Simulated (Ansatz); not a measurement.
# All-electron card of ZnS

```
Zn S
1.0
     3.81100    0.00000    0.00000
    -1.90550    3.30042    0.00000
     0.00000    0.00000    6.23400
Zn S
2 2
Direct
  0.33333 0.66667 0.00000
  0.66667 0.33333 0.50000
  0.33333 0.66667 0.38500
  0.66667 0.33333 0.88500
```

Atom numbers follow the list: Zn1, Zn2, S3, S4.

The cell is COD entry 9008878, as deposited and not checked against the literature; nothing was relaxed. It differs from other determinations.

Levels of theory: DFT, PBE, all-electron LAPW, scalar-relativistic (Ansatz 0.2.0); DFT, PBE, PAW with Ansatz's default frozen-core files, scalar-relativistic (Ansatz 0.2.0).

For LAPW: a Γ-centred 8×8×5 k mesh, Fermi–Dirac smearing of 0.03 eV, basis error target 1 meV/atom, no spin polarisation. PAW takes a cutoff of 420 eV at this cell. The Ansatz runs share mesh, smearing and spin set-up. Values come from LAPW unless marked.

```
Pressure at this cell                                                                                                  : 2.34 GPa
Band gap                                                                                                               : 2.25 eV, direct at Γ
Stress xx, yy, zz (compression positive)                                                                               : 3.02, 3.02, 1.00 GPa
Largest force                                                                                                          : 0.319 eV/Å on S3
Löwdin charges (with 0.42 e of the cell spilling out of the atomic basis, so their sizes and signs hang on that basis) : Zn1 1.28, S3 -1.07 e
Bader charges (from the PAW run)                                                                                       : Zn1 +0.89, S3 -0.89 e
Volume per atom                                                                                                        : 19.60 Å³
```
